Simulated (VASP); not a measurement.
Al2Pt: equation of state with PBE+D3(BJ)

The system is Al2Pt.

```
CELL_PARAMETERS angstrom
0.00000 2.94160 2.94160
2.94160 0.00000 2.94160
2.94160 2.94160 0.00000
ATOMIC_POSITIONS crystal
Pt 0.00000 0.00000 0.00000
Al 0.75000 0.75000 0.75000
Al 0.25000 0.25000 0.25000
```

```json
{
 "Program": "VASP 6.6.1",
 "Task": "equation of state",
 "Functional": "PBE",
 "Dispersion": "D3(BJ)",
 "Potentials or basis": "VASP PAW PBE potentials, release 64 (Pt, Al)",
 "Cutoff": "520 eV",
 "k mesh": "8 × 8 × 8",
 "Occupations": "fermi-dirac, width 0.05 eV",
 "Spin": "no spin polarisation",
 "Ladder": "gaps",
 "Further INCAR settings": "ALGO = Normal; EDIFF = 1e-07"
}
```

* Equilibrium volume: 16.97 Å³/atom
* Bulk modulus: 140 GPa
* Pressure derivative of the bulk modulus: 4.5 (rough: it moves with the points fitted)

Energy against volume, from the lowest point:
| volume (Å³/atom) | energy (meV/atom) |
| --- | --- |
| 16.290 | 12.86 |
| 16.630 | 3.11 |
| 16.969 | 0.00 |
| 17.309 | 2.85 |
| 17.648 | 11.02 |

All runs of the series together: 96 s on 1 thread of Intel(R) Xeon(R) Platinum 8488C (Sapphire Rapids), on a shared host.

Spin-orbit coupling is left out, which matters for the levels of Pt.
